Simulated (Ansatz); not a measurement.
A generator proposed this cell of TiSi2.

Space group Pmmm (No. 47). a = 2.079 Å, b = 3.432 Å, c = 6.026 Å, α = 90.00°, β = 90.00°, γ = 90.00°
| atom | site | symmetry | x | y | z |
| --- | --- | --- | --- | --- | --- |
| Ti | 1f | mmm | 0.5000 | 0.5000 | 0.0000 |
| Si | 2n | m2m | 0.0000 | 0.2383 | 0.5000 |

The calculation used DFT PBE, scalar-relativistic, plane waves, PAW in Ansatz. Plane waves to 420 eV, a k mesh through Γ of 8×6×4 on the computed 3-atom cell and Gaussian smearing (0.10 eV); no spin polarisation.

The zero of energy is the elements' standard structures at the same level; no fitted shifts are applied.

Task: Estimate its pressure, forces and energy as it stands.

Result: The pressure is 114.7 GPa (the mean over three directions, positive in compression), the largest force is 12.61 eV/Å, and the energy is +4.63 eV/atom against the elements. The shortest distance is 1.64 Å.

Task: Is it a good guess?

Result: A poor one: relaxing gains about 5.0 eV/atom (the start's value is from the coarse mesh, so the gain is rough) in 40 ionic steps and ends at −0.38 eV/atom on the finer mesh. The symmetry goes from Pmmm (No. 47) to P4/mmm (No. 123). The volume per atom grows by 6.5 %, from 14.3 to 15.3 Å³. The shortest distance goes from 1.64 Å (Si–Si) to 2.35 Å (Si–Si). Conventional cell: a = 2.764 Å, c = 5.990 Å. Ti is surrounded by 8 Si at 2.67 Å and 4 Ti at 2.76 Å; Si is surrounded by 1 Si at 2.35 Å, 4 Ti at 2.67 Å and 4 Si at 2.76 Å.

The last run used a 16×16×8 mesh (in the run's order of axes) for its 3-atom cell and Gaussian smearing of 0.10 eV. The relaxation can't lower the symmetry of the start, and the grade says only how near the guess is to its own end. Symmetry constrained the relaxation, so the result can be a saddle point. Another cell of TiSi2 relaxed alike, in Cmcm (a Materials Project cell), lies 182 meV/atom lower, so this cell isn't the stable form at this level.
